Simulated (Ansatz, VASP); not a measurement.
# Two plane-wave programs on Ba3HfO

The input INCAR:

```
SYSTEM = Ba3HfO
PREC = Accurate
ENCUT = 520
EDIFF = 1E-7
ISMEAR = 0
SIGMA = 0.1
LREAL = .False.
LASPH = .True.
NELM = 80
ALGO = Normal
ISIF = 2
LWAVE = .False.
LCHARG = .False.
GGA = PE
NBANDS = 31
```

The input KPOINTS:

```
Automatic mesh
0
Gamma
  4 4 4
  0 0 0
```

File POSCAR:

```
Ba3HfO
1.0
    4.8703367500      0.0000000000      0.0000000000
    0.0000000000      4.8703367500      0.0000000000
    0.0000000000      0.0000000000      6.4432782800
Ba Hf O
3 1 1
Direct
    0.5000000000      0.0000000000      0.5000000000
    0.0000000000      0.5000000000      0.5000000000
    0.0000000000      0.0000000000      0.0000000000
    0.5000000000      0.5000000000      0.0000000000
    0.5000000000      0.5000000000      0.5000000000
```

Input for Ansatz:

```yaml
crystal:
  lattice:
    - [4.87033675, 0.0, 0.0]
    - [0.0, 4.87033675, 0.0]
    - [0.0, 0.0, 6.44327828]
  atoms:
    - { symbol: Ba, position: [0.5, 0.0, 0.5] }
    - { symbol: Ba, position: [0.0, 0.5, 0.5] }
    - { symbol: Ba, position: [0.0, 0.0, 0.0] }
    - { symbol: Hf, position: [0.5, 0.5, 0.0] }
    - { symbol: O, position: [0.5, 0.5, 0.5] }
basis:
  ecutwfc: 420
kpoints:
  mp_grid: { grid: [4, 4, 4] }
hamiltonian:
  xc: pbe
scf:
  occupations: { method: gaussian, width: 0.1 }
  lower_state_search: "off"
output:
  forces: true
  stress: true
  eigenvalues: true
```

Alike in both runs: task single point; functional PBE; k mesh 4 × 4 × 4; occupations gaussian, width 0.1 eV; no spin polarisation.

|  | VASP | Ansatz |
| --- | --- | --- |
| version | VASP 6.6.1 | Ansatz 0.2.0 |
| potentials or method | VASP PAW PBE potentials, release 64 (Ba_sv, Hf_pv, O) | scalar-relativistic, plane waves, PAW |
| plane-wave cutoff (eV) | 520 | 420 |
| valence electrons in the cell | 46 | 62 |

Ansatz gave:

| Property | Result |
| --- | --- |
| gap on the k mesh at the Fermi level (eV) | none |
| pressure (GPa) | 7.0 |
| largest component of the traceless stress (GPa) | 6.82 |

Question: Estimate VASP's values.

Answer: gap on the k mesh at the Fermi level (eV): none; pressure (GPa): 8.7; largest component of the traceless stress (GPa): 8.37.

A gap of «none» marks a metal or a gap that the smearing closes. The functional is the same, so the differences come from potentials, cutoffs and numerics. The two sets of potentials don't hold the same shells in valence.

The runs have no spin-orbit coupling, so splittings on Ba, Hf are missing.
